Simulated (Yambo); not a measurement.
# As (Pm-3m) in Yambo: a series of runs

The runs below take As through Hartree-Fock levels, G0W0 quasiparticle levels, with PBEsol.

All numbers are computed with Yambo 5.3.0; they aren't measurements. Logs are shortened: lines on timing, memory, paths and dates and some standing lists are left out, and cuts for length are marked.

### Step 1. The structure

Symmetry: Pm-3m, No. 221, cubic system. Conventional cell: a = 2.704 Å, b = 2.704 Å, c = 2.704 Å, α = 90.00°, β = 90.00°, γ = 90.00°. As (site symmetry m-3m) is surrounded by 6 As at 2.70 Å.

This isn't the form of As at room conditions, which is rhombohedral.

### Step 2. Hartree-Fock levels, PBEsol

hf1.in reads:

```
rim_cut
HF_and_locXC
RandQpts= 1000000
RandGvec= 50 RL
EXXRLvcs= 104 Ry
VXCRLvcs= 104 Ry
% QPkrange
 1 | 20 | 8 | 15 |
%
```

scf.in reads:

```
&CONTROL
  calculation = 'scf'
  prefix = 'pwscf'
  outdir = './tmp'
  pseudo_dir = './pseudo'
/
&SYSTEM
  ibrav = 0
  nat = 1
  ntyp = 1
  ecutwfc = 104
  nbnd = 18
  occupations = 'smearing'
  smearing = 'fd'
  degauss = 0.00367493
  force_symmorphic = .true.
/
&ELECTRONS
  conv_thr = 2d-10
  electron_maxstep = 120
  mixing_beta = 0.5
/
ATOMIC_SPECIES
As    74.9216 As.upf
CELL_PARAMETERS angstrom
   2.7036817444    0.0000000000    0.0000000000
   0.0000000000    2.7036817444    0.0000000000
   0.0000000000    0.0000000000    2.7036817444
ATOMIC_POSITIONS crystal
As     0.5000000000    0.5000000000    0.5000000000
K_POINTS automatic
10 10 10 0 0 0
```

nscf.in reads:

```
&CONTROL
  calculation = 'nscf'
  prefix = 'pwscf'
  outdir = './tmp'
  pseudo_dir = './pseudo'
/
&SYSTEM
  ibrav = 0
  nat = 1
  ntyp = 1
  ecutwfc = 104
  nbnd = 312
  occupations = 'smearing'
  smearing = 'fd'
  degauss = 0.00367493
  force_symmorphic = .true.
/
&ELECTRONS
  conv_thr = 1d-08
  diago_full_acc = .true.
  diago_thr_init = 1d-06
/
ATOMIC_SPECIES
As    74.9216 As.upf
CELL_PARAMETERS angstrom
   2.7036817444    0.0000000000    0.0000000000
   0.0000000000    2.7036817444    0.0000000000
   0.0000000000    0.0000000000    2.7036817444
ATOMIC_POSITIONS crystal
As     0.5000000000    0.5000000000    0.5000000000
K_POINTS automatic
6 6 6 0 0 0
```

Potentials or basis: PseudoDojo 0.4 SR PBEsol stringent.

The run is started by

```
$ OMP_NUM_THREADS=1 pw.x -in scf.in > scf.out
$ OMP_NUM_THREADS=1 pw.x -in nscf.in > nscf.out
$ cd tmp/pwscf.save; p2y; mv SAVE ../..; cd ../..
$ OMP_NUM_THREADS=1 yambo
$ mkdir -p hf1; ln -s $PWD/g0w00/ndb.RIM hf1/
$ OMP_NUM_THREADS=1 yambo -F hf1.in -J hf1 -C hf1_out
```

Yambo's report:

```text
[... sections 02.01 to 02.04 as in the set-up run ...]

  [02.05] Energies & Occupations
  ==============================

  [X] === General ===
  [X] Electronic Temperature                        :  0.258606E-1   300.100    [eV K]
  [X] Bosonic    Temperature                        :  0.258606E-1   300.100    [eV K]
  [X] Finite Temperature mode                       : yes
  [X] El. density                                   :  0.11638E+25 [cm-3]
  [X] Fermi Level                                   :  13.36452 [eV]

  [X] === Gaps and Widths ===
  [X] Conduction Band Min                           :  13.36452 [eV]
  [X] Valence Band Max                              :  13.36452 [eV]
  [X] Filled Bands                                  :  10
  [X] Metallic Bands                                :  11  13
  [X] Empty Bands                                   :   14  312

  [X] === Metallic Characters ===
  [X] N of el / N of met el                         :  23.00000   2.99999
  [X] Average metallic occ.                         :  0.250000

  [WARNING] [X] Metallic system

 [03] Transferred momenta grid and indexing
 ==========================================

 IBZ Q-points                                      :  20
 BZ  Q-points                                      :  216

 K/Q-points units:
 rlu = crystal or reduced units; cc = cartesian coordinates; iku = interal k-units

 Q [ 1]         [rlu]:  0.000000  0.000000  0.000000
 Q [ 2]         [rlu]:  0.000000  0.000000  0.166667
 Q [ 3]         [rlu]:  0.000000  0.000000  0.333333
 Q [ 4]         [rlu]:  0.000000  0.000000 -0.500000
 Q [ 5]         [rlu]:  0.000000  0.166667  0.166667
 Q [ 6]         [rlu]:  0.000000  0.166667  0.333333
 Q [ 7]         [rlu]:  0.000000  0.166667 -0.500000
 Q [ 8]         [rlu]:  0.000000  0.333333  0.333333
 Q [ 9]         [rlu]:  0.000000  0.333333 -0.500000
 Q [10]         [rlu]:  0.000000 -0.500000 -0.500000
 Q [11]         [rlu]:  0.166667  0.166667  0.166667
 Q [12]         [rlu]:  0.166667  0.166667  0.333333
 Q [13]         [rlu]:  0.166667  0.166667 -0.500000
 Q [14]         [rlu]:  0.166667  0.333333  0.333333
 Q [15]         [rlu]:  0.166667  0.333333 -0.500000
 Q [16]         [rlu]:  0.166667 -0.500000 -0.500000
 Q [17]         [rlu]:  0.333333  0.333333  0.333333
 Q [18]         [rlu]:  0.333333  0.333333 -0.500000
 Q [19]         [rlu]:  0.333333 -0.500000 -0.500000
 Q [20]         [rlu]: -0.500000 -0.500000 -0.500000

 [04] Coloumb potential Random Integration (RIM)
 ===============================================

 Summary of Coulomb integrals for non-metallic bands |Q|[au] RIM/Bare

 Q [1] 0.100000E-4 0.984904 * Q [2] 0.204962 1.050024
 Q [5] 0.289861 1.049826 * Q [11] 0.355005 1.035868
 Q [3] 0.409925 1.019134 * Q [6] 0.458310 1.017797
 Q [12] 0.502053 1.015739 * Q [8] 0.579721 1.011984
 Q [4] 0.614887 1.009879 * Q [14] 0.614887 1.010913
 Q [7] 0.648148 1.009384 * Q [13] 0.679783 1.008739
 Q [17] 0.710011 1.008390 * Q [9] 0.739002 1.007753
 Q [15] 0.766899 1.007292 * Q [18] 0.845082 1.006183
 Q [10] 0.869582 1.005515 * Q [16] 0.893410 1.005243
 Q [19] 0.961359 1.004631 * Q [20] 1.065016 1.004064

 [05] Local Exchange-Correlation + Non-Local Fock
 ================================================

 [VXC] Plane waves :  2469
 [EXS] Plane waves :  2469

 QP @ state[ 1 ] K range:   1  20
 QP @ state[ 1 ] b range:   8  15

 [WF-HF/Rho loader] Normalization (few states)  min/max  :  0.27499E-16   1.0000

 [xc] Functional : Perdew, Burke & Ernzerhof SOL(X)+Perdew, Burke & Ernzerhof SOL(C)
 [xc] LIBXC used to calculate xc functional
  PP Number of Atomic Species                      :  1
  NLCC RL compoments                               :  19213
  PP Number of Atomic Species                      :  1
  NLCC RL compoments                               :  19213
 [WR./hf1//ndb.HF_and_locXC]-----------------------------------------------------
  Brillouin Zone Q/K grids (IBZ/BZ)                :   20  216   20  216
  RL vectors                                       :   3191 [WF]
  Fragmentation                                    : no
  Electronic Temperature                           :  300.1000 [K]
  Bosonic    Temperature                           :  300.1000 [K]
  Green`s function   wavefunctions                 : Perdew, Burke & Ernzerhof SOL(X)+Perdew, Burke & Ernzerhof SOL(C)
  Total number of QP states                        :  160
  Exchange RL vectors                              :  2469
  Exchange summation bands                         :  13
  RIM RL components                                :   57
  RIM random points                                :  1000000

 [xc] E_xc :  -23.65705 [Ha]
      E_xc :  -47.31409 [Ry]

  Local XC kind (lXC) : Perdew, Burke & Ernzerhof SOL(X)+Perdew, Burke & Ernzerhof SOL(C)
  Non-Local XC kind (nlXC) : Hartree-Fock

  Corrections @ K [1] :  [eV]
 <8|nlXC|8> = -53.53095  0.10717E-17 <8|lXC|8> = -40.21524  0.70806E-15
 <9|nlXC|9> = -53.53100  0.83816E-17 <9|lXC|9> = -40.21524  0.28323E-15
 <10|nlXC|10> = -21.11008 -0.40874E-18 <10|lXC|10> = -13.43580  0.18882E-15
 <11|nlXC|11> = -9.169112 -0.10088E-16 <11|lXC|11> = -14.09192  0.000000
 <12|nlXC|12> = -9.169087 -0.65484E-17 <12|lXC|12> = -14.09192  0.000000
 <13|nlXC|13> = -9.169075 -0.88489E-17 <13|lXC|13> = -14.09192 -0.18882E-15
 <14|nlXC|14> = -7.030412 -0.89690E-18 <14|lXC|14> = -12.39146  0.18882E-15
 <15|nlXC|15> = -7.030445  0.63624E-18 <15|lXC|15> = -12.39146 -0.23602E-16

  Corrections @ K [2] :  [eV]
 <8|nlXC|8> = -53.52038  0.66916E-17 <8|lXC|8> = -40.20044 -0.75527E-15
 <9|nlXC|9> = -53.53200  0.11900E-16 <9|lXC|9> = -40.21650 -0.47204E-15
 <10|nlXC|10> = -20.98750  0.14963E-17 <10|lXC|10> = -13.52069 -0.18882E-15
 <11|nlXC|11> = -12.62512  0.65988E-17 <11|lXC|11> = -13.15084  0.000000
 <12|nlXC|12> = -8.981765 -0.88922E-17 <12|lXC|12> = -14.24558  0.56645E-15
 <13|nlXC|13> = -8.981823  0.10316E-17 <13|lXC|13> = -14.24558 -0.11801E-15
 <14|nlXC|14> = -6.858019  0.10533E-17 <14|lXC|14> = -12.46389  0.000000
 <15|nlXC|15> = -5.898525  0.17361E-17 <15|lXC|15> = -11.88035 -0.94408E-16

  Corrections @ K [3] :  [eV]
 <8|nlXC|8> = -53.49827 -0.30851E-16 <8|lXC|8> = -40.17092 -0.37763E-15
 <9|nlXC|9> = -53.53398  0.22130E-16 <9|lXC|9> = -40.21902 -0.23602E-16
 <10|nlXC|10> = -20.74120 -0.20499E-16 <10|lXC|10> = -13.88407  0.000000
 <11|nlXC|11> = -15.12505 -0.72337E-17 <11|lXC|11> = -12.46159 -0.47204E-16
 <12|nlXC|12> = -8.870937 -0.10892E-17 <12|lXC|12> = -14.72732  0.000000
 <13|nlXC|13> = -8.870972 -0.10407E-17 <13|lXC|13> = -14.72732 -0.18882E-15
 <14|nlXC|14> = -6.770639 -0.23091E-17 <14|lXC|14> = -12.80847 -0.94408E-16
 <15|nlXC|15> = -5.334506  0.82940E-18 <15|lXC|15> = -11.64539 -0.47204E-16

  Corrections @ K [4] :  [eV]
 <8|nlXC|8> = -53.53685  0.61775E-17 <8|lXC|8> = -40.19056 -0.37763E-15
 <9|nlXC|9> = -53.53494 -0.13467E-16 <9|lXC|9> = -40.22029  0.20062E-15
 <10|nlXC|10> = -20.82291 -0.23517E-16 <10|lXC|10> = -14.55920  0.18882E-15
 <11|nlXC|11> = -15.82765 -0.20384E-16 <11|lXC|11> = -11.69227 -0.47204E-16
 <12|nlXC|12> = -9.010169 -0.46258E-18 <12|lXC|12> = -15.19337  0.18882E-15
 <13|nlXC|13> = -9.010202  0.26570E-17 <13|lXC|13> = -15.19337 -0.47204E-16
 <14|nlXC|14> = -7.140703 -0.14014E-17 <14|lXC|14> = -13.46882  0.000000
 <15|nlXC|15> = -3.953830  0.79856E-18 <15|lXC|15> = -10.55944 -0.94408E-16

  Corrections @ K [5] :  [eV]
 <8|nlXC|8> = -53.52103  0.11332E-16 <8|lXC|8> = -40.20132  0.21242E-15
 <9|nlXC|9> = -53.52150  0.43470E-17 <9|lXC|9> = -40.20236 -0.14161E-14
 <10|nlXC|10> = -20.86178  0.28483E-16 <10|lXC|10> = -13.60442  0.18882E-15
 <11|nlXC|11> = -12.52467 -0.24534E-17 <11|lXC|11> = -13.22107  0.18882E-15
 <12|nlXC|12> = -10.16543 -0.12120E-16 <12|lXC|12> = -13.32842 -0.94408E-16
 <13|nlXC|13> = -8.858420 -0.74783E-17 <13|lXC|13> = -14.40149 -0.94408E-16
 <14|nlXC|14> = -6.247721 -0.57478E-18 <14|lXC|14> = -12.22370  0.18882E-15
 <15|nlXC|15> = -5.469265  0.15701E-17 <15|lXC|15> = -12.54427  0.59005E-17
[... 121 lines left out ...]
  Corrections @ K [18] :  [eV]
 <8|nlXC|8> = -53.57509  0.20215E-16 <8|lXC|8> = -40.23445 -0.75527E-15
 <9|nlXC|9> = -53.61503  0.71598E-17 <9|lXC|9> = -40.28059 -0.14161E-15
 <10|nlXC|10> = -19.69860 -0.16678E-16 <10|lXC|10> = -15.35485 -0.94408E-16
 <11|nlXC|11> = -15.17777 -0.73108E-17 <11|lXC|11> = -12.74101 -0.39239E-15
 <12|nlXC|12> = -14.48269 -0.87603E-17 <12|lXC|12> = -13.81379  0.000000
 <13|nlXC|13> = -12.12830 -0.82243E-17 <13|lXC|13> = -14.62733  0.70806E-16
 <14|nlXC|14> = -5.345717  0.30028E-17 <14|lXC|14> = -10.39623  0.47204E-16
 <15|nlXC|15> = -5.371859  0.30579E-17 <15|lXC|15> = -10.68726  0.47204E-16

  Corrections @ K [19] :  [eV]
 <8|nlXC|8> = -53.59548  0.14057E-16 <8|lXC|8> = -40.25830  0.37763E-15
 <9|nlXC|9> = -53.63723  0.10539E-16 <9|lXC|9> = -40.30630 -0.84968E-15
 <10|nlXC|10> = -19.52135  0.12987E-16 <10|lXC|10> = -16.12098 -0.12557E-15
 <11|nlXC|11> = -15.18248 -0.14795E-16 <11|lXC|11> = -13.22078  0.18882E-15
 <12|nlXC|12> = -15.18248 -0.23384E-16 <12|lXC|12> = -13.22078 -0.47204E-16
 <13|nlXC|13> = -12.22490  0.59582E-17 <13|lXC|13> = -14.86178  0.11801E-16
 <14|nlXC|14> = -5.375194  0.25123E-17 <14|lXC|14> = -10.02173 -0.47204E-16
 <15|nlXC|15> = -5.612037  0.27458E-17 <15|lXC|15> = -11.12938  0.36878E-17

  Corrections @ K [20] :  [eV]
 <8|nlXC|8> = -53.63742 -0.12345E-16 <8|lXC|8> = -40.30723  0.18882E-15
 <9|nlXC|9> = -53.63743  0.29624E-16 <9|lXC|9> = -40.30723  0.11329E-14
 <10|nlXC|10> = -19.06753 -0.14552E-16 <10|lXC|10> = -17.18923  0.000000
 <11|nlXC|11> = -15.11377  0.38988E-19 <11|lXC|11> = -13.64751  0.35403E-16
 <12|nlXC|12> = -15.11377  0.66738E-17 <12|lXC|12> = -13.64751 -0.47942E-17
 <13|nlXC|13> = -15.11378  0.37629E-17 <13|lXC|13> = -13.64751 -0.82607E-16
 <14|nlXC|14> = -5.693336  0.34653E-17 <14|lXC|14> = -10.70649  0.64906E-16
 <15|nlXC|15> = -5.693352  0.10041E-17 <15|lXC|15> = -10.70649  0.14604E-15

  [05.01] Hartree-Fock occupations report
  =======================================

  [Hartree-Fock] === General ===
  [Hartree-Fock] Electronic Temperature             :  0.258606E-1   300.100    [eV K]
  [Hartree-Fock] Bosonic    Temperature             :  0.258606E-1   300.100    [eV K]
  [Hartree-Fock] Finite Temperature mode            : yes
  [Hartree-Fock] El. density                        :  0.11638E+25 [cm-3]
  [Hartree-Fock] Fermi Level                        :  13.36452 [eV]

  [Hartree-Fock] === Gaps and Widths ===
  [Hartree-Fock] Conduction Band Min                :  13.36452 [eV]
  [Hartree-Fock] Valence Band Max                   :  13.36452 [eV]
  [Hartree-Fock] Filled Bands                       :  10
  [Hartree-Fock] Metallic Bands                     :  11  13
  [Hartree-Fock] Empty Bands                        :   14  312

  [Hartree-Fock] === Metallic Characters ===
  [Hartree-Fock] N of el / N of met el              :  23.00000   2.99999
  [Hartree-Fock] Average metallic occ.              :  0.250000

  [WARNING] [Hartree-Fock] Metallic system
```

It took 3.5 min on 1 thread of Arm Neoverse V2, shared host; peak memory 0.27 GiB.

What came out:

```yaml
Band_gap_on_the_k_mesh_mean-field_level: none (metal or under the smearing width)
```

Quasiparticle terms (eV):
| k point | band | Kohn-Sham level | Vxc | Σx | Σc | Z | result |
| --- | --- | --- | --- | --- | --- | --- | --- |
| (0.000, 0.000, 0.000) | 8 | -36.28 | -40.22 | -53.53 | - | - | -49.60 |
| (0.000, 0.000, 0.000) | 9 | -36.28 | -40.22 | -53.53 | - | - | -49.60 |
| (0.000, 0.000, 0.000) | 10 | -15.34 | -13.44 | -21.11 | - | - | -23.02 |
| (0.000, 0.000, 0.000) | 11 | 3.79 | -14.09 | -9.17 | - | - | 8.71 |
| (0.000, 0.000, 0.000) | 12 | 3.79 | -14.09 | -9.17 | - | - | 8.71 |
| (0.000, 0.000, 0.000) | 13 | 3.79 | -14.09 | -9.17 | - | - | 8.71 |
| (0.000, 0.000, 0.000) | 14 | 8.25 | -12.39 | -7.03 | - | - | 13.61 |
| (0.000, 0.000, 0.000) | 15 | 8.25 | -12.39 | -7.03 | - | - | 13.61 |
| (0.000, 0.000, 0.167) | 8 | -36.29 | -40.20 | -53.52 | - | - | -49.61 |
| (0.000, 0.000, 0.167) | 9 | -36.28 | -40.22 | -53.53 | - | - | -49.60 |
| (0.000, 0.000, 0.167) | 10 | -14.84 | -13.52 | -20.99 | - | - | -22.30 |
| (0.000, 0.000, 0.167) | 11 | -0.32 | -13.15 | -12.63 | - | - | 0.21 |
| (0.000, 0.000, 0.167) | 12 | 4.23 | -14.25 | -8.98 | - | - | 9.49 |
| (0.000, 0.000, 0.167) | 13 | 4.23 | -14.25 | -8.98 | - | - | 9.49 |
| (0.000, 0.000, 0.167) | 14 | 8.72 | -12.46 | -6.86 | - | - | 14.32 |
| (0.000, 0.000, 0.167) | 15 | 9.91 | -11.88 | -5.90 | - | - | 15.89 |
| (0.000, 0.000, 0.333) | 8 | -36.30 | -40.17 | -53.50 | - | - | -49.63 |
| (0.000, 0.000, 0.333) | 9 | -36.28 | -40.22 | -53.53 | - | - | -49.60 |
| (0.000, 0.000, 0.333) | 10 | -13.43 | -13.88 | -20.74 | - | - | -20.28 |
| (0.000, 0.000, 0.333) | 11 | -4.96 | -12.46 | -15.13 | - | - | -7.62 |

Caveat: the k mesh is coarse (spacing up to 0.39 Å⁻¹), so the values aren't converged; the ground state has no gap, which makes the many-body step unreliable.

[end of part 1 of 3]
